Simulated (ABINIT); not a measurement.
The system is HgTe.

```xyz
2
Lattice="-3.0456 3.0456 1.5594 3.0456 -3.0456 1.5594 3.0456 3.0456 -1.5594" Properties=species:S:1:pos:R:3 pbc="T T T"
Hg    0.0000    3.0456    0.7797
Te    0.0000    0.0000    0.0000
```

Measurements of this composition are mostly on another form, of space group No. 216.

| Quantity | Value |
| --- | --- |
| Program | ABINIT 10.8.3 (patched build) |
| Task | relaxation of cell and atoms |
| Functional | PBEsol |
| Potentials or basis | JTH PAW PBE v2.0 |
| Cutoff | 517 eV |
| k mesh | 10 × 10 × 10 |
| Occupations | fermi-dirac, width 0.05 eV |
| Spin | no spin polarisation |

At the start: pressure -3.2 GPa; volume 28.93 Å³/atom.

Task: How do energy, volume and symmetry change on relaxing?

Result: Over 13 steps the energy falls by 52.3 meV/atom and the volume is 26.68 Å³/atom (-7.8 %); space group I-4m2 (No. 119, to 0.05 Å).

Step by step:
```tsv
step	energy change (eV)	largest force (eV/Å)	pressure (GPa)	volume (Å³)
1	0.0000	0.0000	-3.24	57.86
2	-0.0157	0.0000	-2.92	57.29
3	43.3563	0.0000	949.50	21.26
4	-0.0883	0.0000	-2.13	55.64
5	-0.0883	0.0000	-2.10	55.60
6	-0.0884	0.0000	-2.09	55.59
7	-0.0509	0.0000	1.05	52.75
8	-0.0934	0.0000	-1.75	55.18
9	-0.0967	0.0000	-1.51	54.92
10	-0.1030	0.0000	-0.39	53.77
11	-0.1034	0.0000	-0.35	53.72
12	-0.1045	0.0000	0.02	53.34
13	-0.1045	0.0000	0.00	53.35
```

Final structure:
```yaml
crystal:
  lattice:
    - [-2.88948, 2.88948, 1.59762]
    - [2.88948, -2.88948, 1.59762]
    - [2.88948, 2.88948, -1.59762]
  atoms:
    - { symbol: Hg, position: [0.75000, 0.25000, 0.50000] }
    - { symbol: Te, position: [0.00000, 0.00000, 0.00000] }
```

Caveat: the PAW data sets were made with another functional, which shifts forces and pressure a little; the atomic spheres overlap.
